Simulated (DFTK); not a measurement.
H:

```xyz
2
Lattice="-1.6915 1.6915 2.0585 1.6915 -1.6915 2.0585 1.6915 1.6915 -2.0585" Properties=species:S:1:pos:R:3 pbc="T T T"
H     0.0000    0.0000    0.3711
H     0.0000    0.0000    3.7459
```

| Item | Value |
| --- | --- |
| Program | DFTK 0.8.2 |
| Task | single point |
| Functional | PBE |
| Potentials or basis | dojo.nc.sr.pbe.v0_4_1.standard.upf (PBE) |
| Cutoff | 980 eV |
| k mesh | 11 × 11 × 11 |
| Occupations | fermi-dirac, width 0.05 eV |
| Spin | no spin polarisation |

On this cell: pressure 0.7 GPa; largest force 0.231 eV/Å; band gap on the k mesh 9.06 eV, indirect (least direct gap 9.85 eV).

The same run follows on a disturbed copy (atoms moved at random, drawn with an rms of 0.05 Å):

```
H
1.0
    -1.69153    1.69153    2.05847
     1.69153   -1.69153    2.05847
     1.69153    1.69153   -2.05847
H
2
Direct
  0.08199 0.09122 0.99944
  0.91475 0.93528 0.03530
```

Task: What does the disturbed cell give?

Result: The energy moves by -0.1 meV/atom; pressure 0.6 GPa; largest force 0.148 eV/Å; band gap on the k mesh 8.82 eV, indirect (least direct gap 9.58 eV).

Forces in eV/Å, atoms in the order of the input:
```
H   -0.012 -0.006  0.147
H    0.012  0.006 -0.147
```

Stress tensor (GPa, compression positive):
```
 0.33  0.01 -0.06
 0.01  0.33 -0.03
-0.06 -0.03  1.13
```

Caveats: an odd mesh through Γ misses points on the zone boundary, where band edges often lie.
